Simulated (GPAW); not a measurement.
# Al (P6/mmm) in GPAW: a series of runs, part 2 of 2

GPAW 26.7.0. The steps go on from the part before.

### 4 Single point, PBE

Contents of run.py:

```python
from ase.dft.bandgap import bandgap
from ase.io import read, write
from ase.units import GPa
from gpaw import GPAW, PW, setup_paths

setup_paths.insert(0, '.')

atoms = read('POSCAR')

calc = GPAW(mode=PW(600),
            xc='PBE',
            kpts={'size': (7, 7, 10), 'gamma': True},
            occupations={'name': 'fermi-dirac', 'width': 0.05},
            setups={'Al': 'jth'},
            nbands=-7,
            convergence={'density': 1e-05, 'energy': 1e-05},
            maxiter=150,
            txt='gpaw.txt')
atoms.calc = calc
energy = atoms.get_potential_energy()
forces = atoms.get_forces()
stress = atoms.get_stress()
calc.write('gs.gpw')
write('result.traj', atoms)
print(f'Energy: {energy:.6f} eV')
print('Forces (eV/A):')
print(forces.round(4))
print('Stress (GPa):', (stress / GPa).round(3))
print('Fermi level:', round(calc.get_fermi_level(), 4), 'eV')
print(f'Gap: {bandgap(calc)[0]:.4f} eV, direct: {bandgap(calc, direct=True)[0]:.4f} eV')
```

Contents of POSCAR:

```
Al
1.0
    4.5467296547      0.0000000000      0.0000000000
   -2.2733648274      3.9375833851      0.0000000000
    0.0000000000      0.0000000000      2.7539300000
Al
2
Direct
    0.3333300000      0.6666700000      0.5000000000
    0.6666633333      0.3333366667      0.5000000000
```

Potentials or basis: JTH PAW 2.0, PBE, pw.

The run is started by

```sh
$ OMP_NUM_THREADS=1 python run.py
```

gpaw.txt:

```text
__  _  _
 | _ |_)|_||  |
 |__||  | ||/\| - 26.7.0

Input parameters:
  mode=PW(ecut=600.0),
  convergence={'density': 1e-05, 'energy': 1e-05},
  kpts=MonkhorstPack(size=(7, 7, 10), gamma=True),
  maxiter=150,
  nbands=-7,
  occupations=Occupations(name='fermi-dirac', width=0.05),
  setups={'Al': 'jth'},
  xc=XC(name='PBE')

Diagonalizing LCAO Hamiltonian
Converting LCAO to pw mode

        Al  Al

Atoms  # Å, Bohr magnetons
|   | symbol |         x |        y |        z |    initial magnetic moments |
|---|--------|-----------|----------|----------|-----------------------------|
| 0 |     Al | -0.000023 | 2.625069 | 1.376965 | ( 0.0000,  0.0000,  0.0000) |
| 1 |     Al |  2.273342 | 1.312541 | 1.376965 | ( 0.0000,  0.0000,  0.0000) |

Unit cell  # Å
| periodic |         x |        y |        z |  lengths |     angles |
|----------|-----------|----------|----------|----------|------------|
|      yes |  4.546730 | 0.000000 | 0.000000 | 4.546730 |  90.000000 |
|      yes | -2.273365 | 3.937583 | 0.000000 | 4.546730 |  90.000000 |
|      yes |  0.000000 | 0.000000 | 2.753930 | 2.753930 | 120.000000 |

Number of symmetries: 4
Symmetry operations  # r_c * U_cc + t_c -> r_c
|   | kind |            matrix            |
|---|------|------------------------------|
| 0 |  E   |  1, 0, 0,  0, 1, 0,  0, 0, 1 |
| 1 |  σ   |  1, 0, 0,  0, 1, 0,  0, 0,-1 |
| 2 |  σ   |  0,-1, 0, -1, 0, 0,  0, 0, 1 |
| 3 |  C2  |  0,-1, 0, -1, 0, 0,  0, 0,-1 |

BZ-sampling:
  Number of BZ points: 490
  Number of IBZ points: 96

  Monkhorst-Pack size: [7, 7, 10]
[... 89 lines left out ...]
  ecut: 4800.0  # eV

xc functional:
  name: PBE with 2 nearest neighbor stencil

convergence criteria:
- Maximum integral of absolute [dens]ity change: 1e-05 electrons / valence electron
- Maximum [total energy] change in last 3 cyles: 1e-05 eV / valence electron
- Maximum integral of absolute [eigenst]ate change: 4e-08 eV^2 / valence electron
maximum number of iterations: 150

SCF iterations
|iter     | |      energy | eigst |  dens |
|---------|-|-------------|-------|-------|
|iter:   1| |   -6.543023 | -0.12 |       |
|iter:   2| |   -6.553263 | -1.62 | -0.92 |
|iter:   3| |   -6.546070 | -3.49 | -0.95 |
|iter:   4| |   -6.544911 | -4.36 | -1.43 |
|iter:   5| |   -6.545231 | -5.20 | -2.20 |
|iter:   6| |   -6.545247 | -6.55 | -2.98 |
|iter:   7| |   -6.545248c| -7.47c| -3.55 |
|iter:   8| |   -6.545248c| -7.78c| -4.44 |
|iter:   9| |   -6.545248c| -8.19c| -4.89 |
|iter:  10| |   -6.545248c| -9.25c| -5.66c|

Converged in 10 steps
Energy contributions relative to reference atoms: (reference = -13207.573372)

Energy contributions:
  Kinetic:           7.081781
  Coulomb:          -4.929112
  Zero:             -0.050922
  External:          0.000000
  Xc:               -8.644393
  Entropy:          -0.005203
  Spinorbit:         0.000000
  ----------------------------
  Free energy:      -6.547849
  Extrapolated:     -6.545248

dipole moment: (-0.000098, 0.000047, -0.000005)  # |e|*Ang

Fermi level: 3.279
Eigenvalues  # (at kpt = [0.000, 0.000, 0.000])
| band index |      eig [eV] | occ [0-2] |
|------------|---------------|-----------|
|          0 |        -5.481 |     2.000 |
|          1 |         2.443 |     2.000 |
|          2 |         2.443 |     2.000 |
|          3 |         2.751 |     2.000 |
|          4 |         5.519 |     0.000 |
|          5 |         5.519 |     0.000 |
|          6 |         8.788 |     0.000 |
|          7 |        12.580 |     0.000 |
|          8 |        13.203 |     0.000 |
|          9 |        18.847 |     0.000 |

No gap
No difference between direct/indirect transitions

Forces  # eV/Ang
|        x |        y |       z |
|----------|----------|---------|
|  0.00000 | -0.00000 | 0.00000 |  # Al   0
| -0.00000 |  0.00000 | 0.00000 |  # Al   1

Stress tensor  # eV/Ang^3
|         x |         y |        z |
|-----------|-----------|----------|
| -0.000507 | -0.000000 | 0.000000 |
| -0.000000 | -0.000507 | 0.000000 |
|  0.000000 |  0.000000 | 0.004061 |

# Writing to gs.gpw (mode='')
```

stdout:

```text
Energy: -6.545248 eV
Forces (eV/A):
[[ 0. -0.  0.]
 [-0.  0.  0.]]
Stress (GPa): [-0.081 -0.081  0.651  0.     0.    -0.   ]
Fermi level: 3.2794 eV
Gap: 0.0000 eV, direct: 0.0000 eV
```

It took 20 s on 1 thread of Arm Neoverse V2, shared host; peak memory 0.17 GiB.

What came out:

* Free energy: -6.5478 eV
* Pressure: -0.2 GPa
* Band gap on the k mesh: none (metal or under the smearing width)

Stress tensor (GPa, compression positive):
```
 0.08  0.00  0.00
 0.00  0.08  0.00
 0.00  0.00 -0.65
```

Caveat: the program truncates these outside data sets.

### 5 Single point, PBE

Edit run.py of step 4 so:

```diff
@@ -9,3 +9,3 @@
 
-calc = GPAW(mode=PW(600),
+calc = GPAW(mode=PW(1100),
             xc='PBE',
@@ -13,3 +13,3 @@
             occupations={'name': 'fermi-dirac', 'width': 0.05},
-            setups={'Al': 'jth'},
+            setups='sg15',
             nbands=-7,
```

POSCAR is that of step 4.

Potentials or basis: SG15 ONCV 1.2, pw.

The run is started by

```sh
$ OMP_NUM_THREADS=1 python run.py
```

gpaw.txt:

```text
__  _  _
 | _ |_)|_||  |
 |__||  | ||/\| - 26.7.0

Input parameters:
  mode=PW(ecut=1100.0),
  convergence={'density': 1e-05, 'energy': 1e-05},
  kpts=MonkhorstPack(size=(7, 7, 10), gamma=True),
  maxiter=150,
  nbands=-7,
  occupations=Occupations(name='fermi-dirac', width=0.05),
  setups={'default': 'sg15'},
  xc=XC(name='PBE')

Diagonalizing LCAO Hamiltonian
Converting LCAO to pw mode

        Al  Al

Atoms  # Å, Bohr magnetons
|   | symbol |         x |        y |        z |    initial magnetic moments |
|---|--------|-----------|----------|----------|-----------------------------|
| 0 |     Al | -0.000023 | 2.625069 | 1.376965 | ( 0.0000,  0.0000,  0.0000) |
| 1 |     Al |  2.273342 | 1.312541 | 1.376965 | ( 0.0000,  0.0000,  0.0000) |

Unit cell  # Å
| periodic |         x |        y |        z |  lengths |     angles |
|----------|-----------|----------|----------|----------|------------|
[... 137 lines left out ...]
  Kinetic:         779.424698
  Coulomb:       -3541.627231
  Zero:           -579.973241
  External:          0.000000
  Xc:             -423.269058
  Entropy:          -0.005222
  Spinorbit:         0.000000
  ----------------------------
  Free energy:   -3765.450055
  Extrapolated:  -3765.447444

dipole moment: (-0.000093, 0.000054, 0.000000)  # |e|*Ang

Fermi level: 3.038
Eigenvalues  # (at kpt = [0.000, 0.000, 0.000])
| band index |      eig [eV] | occ [0-2] |
|------------|---------------|-----------|
|          0 |      -100.145 |     2.000 |
|        ... |               |           |
|          4 |       -61.652 |     2.000 |
|          5 |       -61.652 |     2.000 |
|          6 |       -61.631 |     2.000 |
|          7 |       -61.631 |     2.000 |
|          8 |        -5.724 |     2.000 |
|          9 |         2.201 |     2.000 |
|         10 |         2.202 |     2.000 |
|         11 |         2.520 |     2.000 |
|         12 |         5.283 |     0.000 |
|         13 |         5.283 |     0.000 |
|         14 |         8.559 |     0.000 |
|         15 |        12.344 |     0.000 |
|         16 |        13.032 |     0.000 |
|         17 |        18.661 |     0.000 |

No gap
No difference between direct/indirect transitions

Forces  # eV/Ang
|       x |        y |       z |
|---------|----------|---------|
| 0.00000 | -0.00000 | 0.00000 |  # Al   0
| 0.00001 | -0.00001 | 0.00000 |  # Al   1

Stress tensor  # eV/Ang^3
|         x |         y |        z |
|-----------|-----------|----------|
| -0.001367 |  0.000000 | 0.000000 |
|  0.000000 | -0.001367 | 0.000000 |
|  0.000000 |  0.000000 | 0.003032 |

# Writing to gs.gpw (mode='')
```

stdout:

```text
Energy: -3765.447444 eV
Forces (eV/A):
[[ 0. -0.  0.]
 [ 0. -0.  0.]]
Stress (GPa): [-0.219 -0.219  0.486  0.     0.     0.   ]
Fermi level: 3.0377 eV
Gap: 0.0000 eV, direct: 0.0000 eV
```

It took 94 s on 1 thread of Arm Neoverse V2, shared host; peak memory 0.31 GiB.

What came out:

```yaml
Free_energy: -3765.4501 eV
Pressure: 0.0 GPa
Band_gap_on_the_k_mesh: none (metal or under the smearing width)
```

### 6 Summary

| potentials or basis | cutoff (eV) | data set | gap on the mesh (eV) | pressure (GPa) |
| --- | --- | --- | --- | --- |
| GPAW PAW data sets (gpaw-data 1.2.1), pw | 600 | - | none | 0.0 |
| PAW data sets generated in the run's folder for this functional, pw | 600 | - | none | 0.0 |
| JTH PAW 2.0, PBE, pw | 600 | Al jth | none | -0.2 |
| SG15 ONCV 1.2, pw | 1100 | - | none | 0.0 |

Alike in all rows: task single point; level PBE; no spin polarisation; cell as given; k mesh 7 × 7 × 10; smearing fermi-dirac 0.05 eV.

Caveats: the program truncates these outside data sets (some runs).

Absolute energies hang on the potentials; compare differences alone.
